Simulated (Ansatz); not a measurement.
## MgS in Ansatz: the effect of functional

MgS:

```
CELL_PARAMETERS angstrom
0.00000 2.87040 2.87040
2.87040 0.00000 2.87040
2.87040 2.87040 0.00000
ATOMIC_POSITIONS crystal
S 0.25000 0.25000 0.25000
Mg 0.00000 0.00000 0.00000
```

The cell comes from a database or a generator and needn't be the stable form of this composition.

The cell isn't the ideal one: volume scaled by 1.04.

Alike in all runs:

* Program: Ansatz 0.2.0
* Task: single point
* Potentials or basis: Ansatz PAW
* k mesh: 8 × 8 × 8
* Occupations: fermi-dirac, width 0.05 eV
* Spin: no spin polarisation

Problem. One run gave: gap on the mesh 3.92 eV; pressure -2.3 GPa. Which functional did it use?
A. LDA
B. PBEsol
C. r2SCAN

Solution. C.

| functional | cutoff | gap on the mesh (eV) | pressure (GPa) |
| --- | --- | --- | --- |
| LDA | 420 eV (not typed: the program's choice for these potentials) | 2.98 | -4.1 |
| PBEsol | 420 eV (not typed: the program's choice for these potentials) | 3.10 | -2.5 |
| r2SCAN | 500 eV (not typed: the program's choice for these potentials) | 3.92 | -2.3 |

Caveats: the PAW data sets come from PBE, with cores solved anew for the run's functional, which leaves a small shift of forces and pressure.

A k mesh can miss the band edges.
